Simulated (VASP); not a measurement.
**YB6: formation energy of P on the B site**

How easily does P on the B site form in YB6? The host is relaxed first, then a supercell is run with and without the defect. The start is a cell from a database of measured crystal structures.

Method: PBEsol; plane waves and PAW (Y_sv, B), in the first sound run; inputs show where later runs differ, in VASP 6.6.1.

The database entry behind the starting cell differs from later determinations by our own check (about 0.3 % long, ideal inner coordinate), so it need not match the best structure at ambient conditions.

### Step 1. The host crystal

Symmetry: Pm-3m, No. 221, cubic system. The conventional cell has a = 4.113 Å, b = 4.113 Å, c = 4.113 Å, α = 90.00°, β = 90.00°, γ = 90.00°. Nearest to Y lie 24 B at 3.03 Å. Nearest to B lie 6 B at 1.70 to 2.41 Å and 4 Y at 3.03 Å. Farther neighbours are not listed.

### Step 2. The host at zero pressure

First cell and atoms are relaxed at a raised cutoff, so that later runs start from this functional's own cell.

Input file INCAR:

```
SYSTEM = YB6
PREC = Accurate
ENCUT = 420
EDIFF = 1E-06
NELM = 120
ISMEAR = 0
SIGMA = 0.05
LREAL = .FALSE.
ALGO = Normal
GGA = PS
NBANDS = 21
LORBIT = 11
LWAVE = .FALSE.
LCHARG = .FALSE.
KPAR = 4
IBRION = 2
NSW = 40
ISIF = 3
EDIFFG = -0.02
POTIM = 0.4
```

Input file POSCAR:

```
YB6
1.0
    4.1130000000      0.0000000000      0.0000000000
    0.0000000000      4.1130000000      0.0000000000
    0.0000000000      0.0000000000      4.1130000000
Y B
1 6
Direct
    0.0000000000      0.0000000000      0.0000000000
    0.5000000000      0.5000000000      0.7930000000
    0.5000000000      0.5000000000      0.2070000000
    0.5000000000      0.7930000000      0.5000000000
    0.7930000000      0.5000000000      0.5000000000
    0.5000000000      0.2070000000      0.5000000000
    0.2070000000      0.5000000000      0.5000000000
```

Input file KPOINTS:

```
Automatic mesh
0
Gamma
5 5 5
0 0 0
```

The projector-augmented-wave data sets are Y_sv and B (PBE family, release 64).

Launch:

```console
> mpirun -np 4 vasp_std
```

Log:

```text
[banner, memory and clock lines left out]
running    4 mpi-ranks, on    1 nodes
 distrk:  each k-point on    1 cores,    4 groups
 distr:  one band on    1 cores,    1 groups

 POSCAR found type information on POSCAR Y B
 POSCAR found :  2 types and       7 ions
|                                                                             |
|               ----> ADVICE to this user running VASP <----                  |
|                                                                             |
|     You enforced a specific xc type in the INCAR file but a different       |
|     [... a line on the potential file left out ...]
|     I HOPE YOU KNOW WHAT YOU ARE DOING!                                     |
|                                                                             |

 LDA part: xc-table for (Slater+PW92), standard interpolation
 POSCAR, INCAR and KPOINTS ok, starting setup
 FFT: planning ... GRIDC
 FFT: planning ... GRID_SOFT
 FFT: planning ... GRID
 WAVECAR not read
 entering main loop
       N       E                     dE             d eps       ncg     rms          rms(c)
DAV:   1     0.783441983187E+02    0.78344E+02   -0.12634E+04   420   0.109E+03
DAV:   2    -0.555414186071E+02   -0.13389E+03   -0.12809E+03   542   0.241E+02
DAV:   3    -0.604244949938E+02   -0.48831E+01   -0.48393E+01   632   0.402E+01
DAV:   4    -0.605264371468E+02   -0.10194E+00   -0.10178E+00   592   0.495E+00
DAV:   5    -0.605287355137E+02   -0.22984E-02   -0.22981E-02   585   0.544E-01    0.147E+01
DAV:   6    -0.523703423330E+02    0.81584E+01   -0.13443E+01   538   0.216E+01    0.122E+01
DAV:   7    -0.516183223543E+02    0.75202E+00   -0.81981E+00   604   0.124E+01    0.118E+01
DAV:   8    -0.516859959742E+02   -0.67674E-01   -0.17500E+00   541   0.670E+00    0.337E+00
DAV:   9    -0.515799347736E+02    0.10606E+00   -0.56425E-01   485   0.354E+00    0.382E-01
DAV:  10    -0.515749696843E+02    0.49651E-02   -0.33723E-02   546   0.991E-01    0.694E-01
DAV:  11    -0.515746403413E+02    0.32934E-03   -0.30161E-03   567   0.311E-01    0.472E-02
DAV:  12    -0.515745779712E+02    0.62370E-04   -0.62926E-04   554   0.132E-01    0.256E-02
DAV:  13    -0.515745655651E+02    0.12406E-04   -0.69809E-05   543   0.492E-02    0.255E-02
DAV:  14    -0.515745622820E+02    0.32831E-05   -0.13469E-05   564   0.189E-02    0.296E-03
DAV:  15    -0.515745623169E+02   -0.34872E-07   -0.75234E-07   315   0.500E-03
   1 F= -.51574562E+02 E0= -.51571536E+02  d E =-.515746E+02
 curvature:   0.00 expect dE= 0.000E+00 dE for cont linesearch  0.000E+00
 trial: gam= 0.00000 g(F)=  0.111E+01 g(S)=  0.791E-02 ort = 0.000E+00 (trialstep = 0.100E+01)
 search vector abs. value=  0.111E+01
 bond charge predicted
       N       E                     dE             d eps       ncg     rms          rms(c)
DAV:   1    -0.516199270672E+02   -0.45365E-01   -0.66295E+01   430   0.432E+01    0.380E+00
DAV:   2    -0.512962499547E+02    0.32368E+00   -0.19537E+00   521   0.796E+00    0.182E+00
DAV:   3    -0.512043583439E+02    0.91892E-01   -0.39440E-01   445   0.324E+00    0.701E-01
DAV:   4    -0.512070865070E+02   -0.27282E-02   -0.40696E-02   562   0.105E+00    0.522E-01
DAV:   5    -0.512073438435E+02   -0.25734E-03   -0.17404E-03   597   0.195E-01    0.140E-01
DAV:   6    -0.512073157161E+02    0.28127E-04   -0.32417E-04   552   0.111E-01    0.263E-02
DAV:   7    -0.512073180994E+02   -0.23833E-05   -0.12998E-05   519   0.250E-02    0.885E-03
DAV:   8    -0.512073182148E+02   -0.11544E-06   -0.12221E-06   316   0.751E-03
   2 F= -.51207318E+02 E0= -.51204379E+02  d E =0.367244E+00
[...]
3 F= -.51789178E+02 E0= -.51786934E+02  d E =-.214616E+00
[...]
4 F= -.51805463E+02 E0= -.51803643E+02  d E =-.162847E-01
[...]
5 F= -.51805632E+02 E0= -.51803774E+02  d E =-.164540E-01
[...]
6 F= -.51805417E+02 E0= -.51803485E+02  d E =0.214859E-03
 trial-energy change:    0.000215  1 .order    0.000217   -0.000824    0.001258
 step:   0.3408(harm=  0.3408)  dis= 0.00085  next Energy=   -51.805795 (dE=-0.163E-03)
 bond charge predicted
       N       E                     dE             d eps       ncg     rms          rms(c)
DAV:   1    -0.518058921457E+02   -0.47508E-03   -0.15764E-02   430   0.656E-01    0.568E-02
DAV:   2    -0.518058146596E+02    0.77486E-04   -0.45179E-04   501   0.119E-01    0.260E-02
DAV:   3    -0.518057958524E+02    0.18807E-04   -0.82553E-05   475   0.444E-02    0.582E-03
DAV:   4    -0.518057958983E+02   -0.45878E-07   -0.74366E-06   481   0.141E-02
   7 F= -.51805796E+02 E0= -.51803908E+02  d E =-.164037E-03
 curvature:  -0.17 expect dE=-0.118E-07 dE for cont linesearch -0.883E-08
 trial: gam= 0.00000 g(F)=  0.488E-07 g(S)=  0.200E-07 ort =-0.704E-05 (trialstep = 0.757E+00)
 search vector abs. value=  0.690E-07
 reached required accuracy - stopping structural energy minimisation
```

Run time: 27 s. Hardware: 4 MPI ranks of AMD EPYC 7R43, shared host; peak memory 0.57 GiB.

The logs omit lines about the potential files and the build; timing stands in the text.

Parts of OUTCAR (step 2):

```text
ion  position               nearest neighbor table
   1  0.000  0.000  0.000-   2 3.03   3 3.03   4 3.03   5 3.03   6 3.03   7 3.03   4 3.03   5 3.03
                             6 3.03   7 3.03   2 3.03   3 3.03   5 3.03   7 3.03   5 3.03   7 3.03
   2  0.500  0.500  0.793-   3 1.70   4 1.70   5 1.70   6 1.70   7 1.70   1 3.03   1 3.03   1 3.03
                             1 3.03
   3  0.500  0.500  0.207-   2 1.70   4 1.70   5 1.70   6 1.70   7 1.70   1 3.03   1 3.03   1 3.03
                             1 3.03
   4  0.500  0.793  0.500-   6 1.70   3 1.70   5 1.70   2 1.70   7 1.70   1 3.03   1 3.03   1 3.03
                             1 3.03
   5  0.793  0.500  0.500-   7 1.70   3 1.70   4 1.70   6 1.70   2 1.70   1 3.03   1 3.03   1 3.03
                             1 3.03
   6  0.500  0.207  0.500-   4 1.70   3 1.70   2 1.70   5 1.70   7 1.70   1 3.03   1 3.03   1 3.03
                             1 3.03
   7  0.207  0.500  0.500-   5 1.70   3 1.70   4 1.70   2 1.70   6 1.70   1 3.03   1 3.03   1 3.03
                             1 3.03

  LATTYP: Found a simple cubic cell.
 ALAT       =     4.1130000000

 Subroutine GETGRP returns: Found 48 space group operations
 (whereof 48 operations were pure point group operations)

The static configuration has the point symmetry O_h .

 Found     10 irreducible k-points:

   k-points           NKPTS =     10   k-points in BZ     NKDIM =     10   number of bands    NBANDS=     21

   dimension x,y,z NGX =    28 NGY =   28 NGZ =   28
   dimension x,y,z NGXF=    56 NGYF=   56 NGZF=   56

   ENCUT  =  420.0 eV  30.87 Ry    5.56 a.u.   6.87  6.87  6.87*2*pi/ulx,y,z

   NELECT =      29.0000    total number of electrons

 k-points in reciprocal lattice and weights: Automatic mesh
   0.00000000  0.00000000  0.00000000       0.008
   0.20000000  0.00000000  0.00000000       0.048
   0.40000000  0.00000000  0.00000000       0.048
   0.20000000  0.20000000  0.00000000       0.096
   0.40000000  0.20000000  0.00000000       0.192
   0.40000000  0.40000000  0.00000000       0.096
   0.20000000  0.20000000  0.20000000       0.064
   0.40000000  0.20000000  0.20000000       0.192
   0.40000000  0.40000000  0.20000000       0.192
   0.40000000  0.40000000  0.40000000       0.064

 average (electrostatic) potential at core
       1 -35.4440       2 -26.1842       3 -26.1842       4 -26.1842       5 -26.1842
       6 -26.1842       7 -26.1842

 E-fermi :   6.4914

 k-point     1 :       0.0000    0.0000    0.0000
  band No.  band energies     occupation
    ...
     10      -0.5431      2.00000
     11      -0.5431      2.00000
     12       4.5341      2.00000
     13       4.5341      2.00000
     14       4.5341      2.00000
     15       7.5589      0.00000
     16       7.5589      0.00000
     17       7.6354      0.00000
     18       7.6354      0.00000
     19       7.6354      0.00000
    ...

 k-point     2 :       0.2000    0.0000    0.0000
  band No.  band energies     occupation
    ...
     11       1.0661      2.00000
     12       3.6534      2.00000
     13       3.6534      2.00000
     14       4.7213      2.00000
     15       5.4658      2.00000
     16       7.9169      0.00000
     17       8.4152      0.00000
     18       8.4152      0.00000
     19       9.0822      0.00000
     20       9.5192      0.00000
    ...

 k-point     3 :       0.4000    0.0000    0.0000
  band No.  band energies     occupation
    ...
     11       2.7346      2.00000
     12       2.7346      2.00000
     13       2.8672      2.00000
     14       4.0861      2.00000
     15       5.1110      2.00000
     16       7.8437      0.00000
     17       7.8437      0.00000
     18       8.2207      0.00000
     19       8.5788      0.00000
     20       9.5897      0.00000
    ...

  Total        0.0011003      0.0011003      0.0011003      0.0000000      0.0000000     -0.0000000
  in kB        0.0259928      0.0259928      0.0259928      0.0000000      0.0000000     -0.0000000
  external PRESSURE =       0.0259928 kB  Pullay stress =       0.0000000 kB

  energy-cutoff  :      420.00
  volume of cell :       67.82
      direct lattice vectors                 reciprocal lattice vectors
     4.078061613 -0.000000000 -0.000000000     0.245214539 -0.000000000 -0.000000000
     0.000000000  4.078061613 -0.000000000     0.000000000  0.245214539 -0.000000000
     0.000000000  0.000000000  4.078061613     0.000000000  0.000000000  0.245214539

 POSITION                                       TOTAL-FORCE (eV/Angst)
 -----------------------------------------------------------------------------------
      4.07806     -0.00000     -0.00000         0.000000     -0.000000     -0.000000
      2.03903      2.03903      3.26655         0.000000     -0.000000      0.000459
      2.03903      2.03903      0.81151        -0.000000     -0.000000     -0.000459
      2.03903      3.26655      2.03903         0.000000      0.000459     -0.000000
      3.26655      2.03903      2.03903         0.000459     -0.000000     -0.000000
      2.03903      0.81151      2.03903        -0.000000     -0.000459     -0.000000
      0.81151      2.03903      2.03903        -0.000459     -0.000000     -0.000000
 -----------------------------------------------------------------------------------
    total drift:                                0.000000     -0.000000     -0.000000

  FREE ENERGIE OF THE ION-ELECTRON SYSTEM (eV)
  ---------------------------------------------------
  free  energy   TOTEN  =       -51.8057958983 eV

  energy  without entropy=      -51.8020208478  energy(sigma->0) =      -51.80390837

 reached required accuracy - stopping structural energy minimisation

 total charge
# of ion       s       p       d       f       tot
--------------------------------------------------
    1        2.102   6.180   0.912   0.057   9.251
    2        0.702   1.408   0.000   0.000   2.110
    3        0.702   1.408   0.000   0.000   2.110
    4        0.702   1.408   0.000   0.000   2.110
    5        0.702   1.408   0.000   0.000   2.110
    6        0.702   1.408   0.000   0.000   2.110
    7        0.702   1.408   0.000   0.000   2.110
--------------------------------------------------
tot          6.313  14.627   0.912   0.057  21.910

[... 3 further parts left out ...]
```

CONTCAR:

```
YB6
   1.00000000000000
     4.0780616133787291   -0.0000000000000000   -0.0000000000000000
     0.0000000000000000    4.0780616133787291   -0.0000000000000000
     0.0000000000000000    0.0000000000000000    4.0780616133787291
  Y               B
     1     6
Direct
     1.0000000000000000    0.0000000000000000    0.0000000000000000
     0.5000000000000000    0.5000000000000000    0.8010064146521330
     0.5000000000000000    0.5000000000000000    0.1989935853478670
     0.5000000000000000    0.8010064146521330    0.5000000000000000
     0.8010064146521330    0.5000000000000000    0.5000000000000000
     0.5000000000000000    0.1989935853478670    0.5000000000000000
     0.1989935853478670    0.5000000000000000    0.5000000000000000
```

This run has no spin polarisation. Its electron count is odd, so without a moment it is a metal by construction. The k-mesh is coarse for a metal. The PAW data sets were made with PBE, which is usual practice but a small mismatch for other functionals. The run keeps the 48 symmetry operations of its start, so it cannot find a distortion of lower symmetry.

Relaxation path:

```
step  energy less that of the first step (eV)  largest force (eV/Å)  pressure (GPa)  volume (Å³)
   1                                   0.0000                2.1847           -1.59        69.58
   2                                   0.3672                3.8673           -2.50        68.79
   3                                  -0.2146                0.0450           -3.62        69.27
   4                                  -0.2309                0.0666            0.32        67.68
   5                                  -0.2311                0.0640           -0.05        67.82
   6                                  -0.2309                0.0976            0.09        67.81
   7                                  -0.2312                0.0005            0.00        67.82
```

```
conventional cell, symmetrised  before  after  change
                         a (Å)   4.113  4.078  -0.8 %
                         b (Å)   4.113  4.078  -0.8 %
                         c (Å)   4.113  4.078  -0.8 %
              volume (Å³/atom)    9.94   9.69  -2.5 %
```

The atoms that moved most (Å, as changes of fractional coordinates times the final cell):

```
atom      dx      dy      dz  length
  B3   0.000   0.000  -0.033   0.033
  B6   0.000  -0.033   0.000   0.033
  B7  -0.033   0.000   0.000   0.033
  B2   0.000   0.000   0.033   0.033
  B5   0.033   0.000   0.000   0.033
  B4   0.000   0.033   0.000   0.033
```

The relaxed structure:

```cif
data_structure
_symmetry_space_group_name_H-M 'P 1'
_symmetry_Int_Tables_number 1
_cell_length_a 4.0781
_cell_length_b 4.0781
_cell_length_c 4.0781
_cell_angle_alpha 90.000
_cell_angle_beta 90.000
_cell_angle_gamma 90.000
_cell_volume 67.82
loop_
_atom_site_label
_atom_site_type_symbol
_atom_site_fract_x
_atom_site_fract_y
_atom_site_fract_z
_atom_site_occupancy
Y1 Y 0.00000 0.00000 0.00000 1
B2 B 0.50000 0.50000 0.80101 1
B3 B 0.50000 0.50000 0.19899 1
B4 B 0.50000 0.80101 0.50000 1
B5 B 0.80101 0.50000 0.50000 1
B6 B 0.50000 0.19899 0.50000 1
B7 B 0.19899 0.50000 0.50000 1
```

Numbers from this step:

```
electronic cycles                               : 57
electrons                                       : 29
free energy (TOTEN)                             : -51.8058 eV
energy at zero smearing                         : -51.8039 eV
Fermi energy                                    : 6.491 eV
labelled metallic, from the levels on this mesh : yes
```

The run ended after 7 ionic steps, 0.231 eV below its first step, once forces and stress met EDIFFG = -0.02.

[end of part 1 of 7]

[Lines on the potential files, build, host, timing and source positions are cut from VASP's logs without a mark.]

[Logs are printed without paths, hosts, clocks, repeated set-up lines and the standing remarks that a program may print on its own settings, such as how far it seeks lower states.]

[Hosts, paths, dates, database ids (printed as entryN), source tags and the programs' standing remarks are cut or masked in the printed files.]

[In band tables of VASP the shares of atoms and orbitals are scaled to a sum of 1 inside the atoms' spheres.]

[Runs that stopped without an error message from VASP are left out.]
